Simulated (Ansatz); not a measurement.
Here is an Ansatz 0.2.0 calculation.

File input.yaml:

```yaml
crystal:
  lattice:
    - [0.0, 2.82891, 2.82891]
    - [2.82891, 0.0, 2.82891]
    - [2.82891, 2.82891, 0.0]
  atoms:
    - { symbol: Ge, position: [0.75, 0.75, 0.75] }
    - { symbol: Ge, position: [0.5, 0.5, 0.5] }
kpoints:
  mp_grid: { grid: [8, 8, 8] }
scf:
  occupations: { method: fermi_dirac, width: 0.05 }
hamiltonian:
  xc: pbe
  dispersion: d4
  pseudopotentials: { kind: all_electron, lapw: { basis_error: 0.001 } }
output:
  forces: true
  stress: true
relax:
  f_tol: 0.005
  max_steps: 60
  cell: {}
```

Potentials or basis: all-electron LAPW, scalar-relativistic.

Command:

```sh
$ ansatz run input.yaml --threads 1 --pin off --max-ram 3072MiB --backend cpu --events-out ev --progress --plain --runs-dir out
```

Estimate the relaxed volume.

23.09 Å³/atom.

Predict the space group after relaxing (to 0.05 Å).

Fd-3m (No. 227).

Final structure:
```
Ge
1.0
     0.00000    2.84757    2.84757
     2.84757    0.00000    2.84757
     2.84757    2.84757    0.00000
Ge
2
Direct
  0.75000 0.75000 0.75000
  0.50000 0.50000 0.50000
```

The cell as given is a measured one (22.64 Å³/atom); PBE+D4 puts the equilibrium volume +2.0 % from it, thermal expansion not counted.
